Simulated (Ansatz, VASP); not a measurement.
# Two plane-wave programs on LiF (Griceite)

Contents of INCAR:

```
ALGO = Normal
EDIFF = 1E-6
ENCUT = 520
GGA = PE
ISIF = 2
ISMEAR = -1
LASPH = True
LCHARG = False
LREAL = False
LWAVE = False
NBANDS = 12
NELM = 100
PREC = Accurate
SIGMA = 0.05
```

File KPOINTS:

```
k-points
0
Gamma
  11 11 11
```

POSCAR

```
LiF
1.0
    0.0000000000      2.0140000000      2.0140000000
    2.0140000000      0.0000000000      2.0140000000
    2.0140000000      2.0140000000      0.0000000000
F Li
1 1
Direct
    0.5146860000      0.4798640000      0.5202120000
    0.0101770000     -0.0006530000      0.0105960000
```

input.yaml

```yaml
crystal:
  lattice:
    - [0.0, 2.014, 2.014]
    - [2.014, 0.0, 2.014]
    - [2.014, 2.014, 0.0]
  atoms:
    - { symbol: F, position: [0.514686, 0.479864, 0.520212] }
    - { symbol: Li, position: [0.010177, -0.000653, 0.010596] }
hamiltonian:
  xc: pbe
  pseudopotentials: { kind: paw, azcp: { folder: soft_1 } }
kpoints:
  mp_grid: { grid: [11, 11, 11] }
scf:
  occupations: { method: fermi_dirac, width: 0.05 }
output:
  forces: true
  stress: true
  eigenvalues: true
  write_density: true
  write_potential: true
  elf: true
  volumetric_format: npy
```

Change from the starting cell: atoms moved at random, drawn with an rms of 0.05 Å.

Alike in both runs: task single point; functional PBE; k mesh 11 × 11 × 11; occupations fermi-dirac, width 0.05 eV; no spin polarisation.

|  | VASP | Ansatz |
| --- | --- | --- |
| version | VASP 6.6.1 | Ansatz 0.2.0 |
| potentials or method | VASP PAW PBE potentials, release 64 (F, Li_sv) | Ansatz PAW soft_1 |
| plane-wave cutoff (eV) | 520 | 420 |
| valence electrons in the cell | 10 | 10 |

VASP gave:

| Quantity | Value |
| --- | --- |
| gap on the k mesh at the Fermi level (eV) | 9.08 |
| least direct gap on the mesh (eV) | 9.08 |
| rms of the force components (eV/Å) | 0.044 |

Task: Estimate Ansatz's values.

Result: gap on the k mesh at the Fermi level (eV): 9.09; least direct gap on the mesh (eV): 9.09; rms of the force components (eV/Å): 0.042.

Atom by atom the forces differ by 0.003 eV/Å (rms over components).

Caveats: an odd mesh through Γ misses points on the zone boundary, where band edges often lie (VASP); odd divisions of the mesh miss points on the zone boundary, where band edges often lie, so the gap on the mesh can be too wide (Ansatz).
